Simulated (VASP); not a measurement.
## From an Ansatz input to VASP: CdTe (zincblende)

Ansatz input

```yaml
crystal:
  lattice:
    - [0.0, 3.2799551176, 3.2799551176]
    - [3.2799551176, 0.0, 3.2799551176]
    - [3.2799551176, 3.2799551176, 0.0]
  atoms:
    - { symbol: Cd, position: [0.0, 0.0, 0.0] }
    - { symbol: Te, position: [0.25, 0.25, 0.25] }
kpoints:
  mp_grid: { grid: [4, 4, 4] }
  band_path:
    path:
      - [0.0, 0.0, 0.0]
      - [0.5, 0.0, 0.5]
      - [0.5, 0.25, 0.75]
      - [0.375, 0.375, 0.75]
      - [0.5, 0.5, 0.5]
      - [0.625, 0.25, 0.625]
    npoints: 1
hamiltonian:
  xc: pbe0
scf:
  occupations: { method: fixed }
  n_extra_bands: 4
output:
  forces: true
  stress: true
  eigenvalues: true
```

Q: Which VASP files do the same job?

A: 

INCAR

```
LWAVE = .FALSE.
IBRION = -1
EDIFF = 1E-7
ISTART = 1
HFRCUT = -1
ENCUT = 520
ALGO = Normal
NSW = 0
PRECFOCK = Fast
LHFCALC = .TRUE.
GGA = PE
NBANDS = 16
ISMEAR = 0
LREAL = .FALSE.
AEXX = 0.25
PREC = Accurate
ISIF = 2
LASPH = .TRUE.
NELM = 120
SIGMA = 0.01
LCHARG = .FALSE.
```

The run starts from the orbitals of a PBE run on the same cell and mesh.

KPOINTS

```
KPOINTS created by Atomic Simulation Environment
0
Gamma
4 4 4
0 0 0
```

KPOINTS_OPT

```
special points
6
Reciprocal
0.0000000000 0.0000000000 0.0000000000 1
0.5000000000 0.0000000000 0.5000000000 1
0.5000000000 0.2500000000 0.7500000000 1
0.3750000000 0.3750000000 0.7500000000 1
0.5000000000 0.5000000000 0.5000000000 1
0.6250000000 0.2500000000 0.6250000000 1
```

POSCAR

```
Cd Te
 1.0000000000000000
     0.0000000000000000    3.2799551176437878    3.2799551176437878
     3.2799551176437878    0.0000000000000000    3.2799551176437878
     3.2799551176437878    3.2799551176437878    0.0000000000000000
 Cd  Te
   1   1
Cartesian
  0.0000000000000000  0.0000000000000000  0.0000000000000000
  1.6399775588218934  1.6399775588218934  1.6399775588218934
```

VASP ran with the recommended PBE PAW datasets (18 valence electrons in the cell). Other inputs would serve too.

```tsv
	Ansatz	VASP
gap between bands v and c	2.16 eV	2.09 eV
least direct gap	2.16 eV	2.09 eV
pressure	0.1 GPa	0.1 GPa
```

The two codes use different PAW datasets and cutoffs. VASP's cell holds 18 valence electrons and Ansatz's 36. Ansatz's stress includes a Pulay correction; VASP's doesn't.
